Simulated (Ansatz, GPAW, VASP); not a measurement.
One calculation of GaAs, 4 ways

```
CELL_PARAMETERS angstrom
0.00000 2.82685 2.82685
2.82685 0.00000 2.82685
2.82685 2.82685 0.00000
ATOMIC_POSITIONS crystal
As 0.75000 0.75000 0.75000
Ga 0.00000 0.00000 0.00000
```

Alike in all runs: task single point; functional PBE; k mesh 8 × 8 × 8; occupations gaussian, width 0.017 eV; no spin polarisation; no spin-orbit coupling. Pressure is positive in compression and, in plane waves, holds the error of the finite cutoff, which Ansatz's Pulay term estimates and takes out.

```tsv
program and potentials	plane-wave cutoff (eV)	notes	band gap (eV)	pressure (GPa)
Ansatz, Ansatz PAW	420	14 valence electrons an atom on average; Pulay term of +0.03 GPa included	0.52	3.27
GPAW, GPAW PAW data sets (gpaw-data 1.2.1)	600	4 valence electrons an atom on average	0.59	4.33
VASP, PBE PAW files As, Ga_d, 520 eV	520	9 valence electrons an atom on average	?	?
Ansatz, all-electron LAPW, scalar-relativistic	-	-	0.52	3.27
```

**Question.** Estimate from the other rows what the run with VASP, PBE PAW files As, Ga_d, 520 eV gave.

**Answer.** Band gap 0.52 eV; pressure 3.46 GPa. The other rows, which needn't bracket it: band gap 0.52 to 0.59; pressure 3.27 to 4.33.
